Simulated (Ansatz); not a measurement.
The system is SiC (Moissanite).

```xyz
4
Lattice="3.0760 0.0000 0.0000 -1.5380 2.6639 0.0000 0.0000 0.0000 5.0480" Properties=species:S:1:pos:R:3 pbc="T T T"
Si    1.5380    0.8880    2.5240
Si    0.0000    1.7759    0.0000
C     1.5380    0.8880    4.4675
C     0.0000    1.7759    1.9435
```

```yaml
Program: Ansatz 0.2.0
Task: relaxation of cell and atoms
Functional: RPBE
Potentials_or_basis: Ansatz PAW
Cutoff: "420 eV (not typed: the program's choice for these potentials)"
k_mesh: 10 × 10 × 5
Occupations: fermi-dirac, width 0.05 eV
Spin: no spin polarisation
```

At the start: volume 10.34 Å³/atom.

Q: How do energy, volume and symmetry change on relaxing?

A: It ends after 8 steps and the volume is 10.66 Å³/atom (+3.1 %); space group P6_3mc (No. 186, to 0.05 Å).

Step by step:
```csv
step,energy change (eV),largest force (eV/Å),volume (Å³)
1,0.0000,0.7615,41.36
2,-0.0401,0.4373,42.04
3,-0.0595,0.0163,42.76
4,-0.0604,0.0105,42.65
5,-0.0605,0.0010,42.63
6,-0.0627,0.0010,42.63
7,-0.0626,0.0002,42.64
8,-0.0627,0.0002,42.64
```

Final structure:
```
CELL_PARAMETERS angstrom
3.10750 0.00000 0.00000
-1.55375 2.69117 0.00000
0.00000 0.00000 5.09929
ATOMIC_POSITIONS crystal
Si 0.66667 0.33333 0.50456
Si 0.33333 0.66667 0.00456
C 0.66667 0.33333 0.88044
C 0.33333 0.66667 0.38044
```

Caveat: the plane-wave basis is chosen anew once the cell has moved, so the energies of steps on either side of that aren't comparable; the PAW data sets come from PBE, with cores solved anew for the run's functional, which leaves a small shift of forces and pressure.
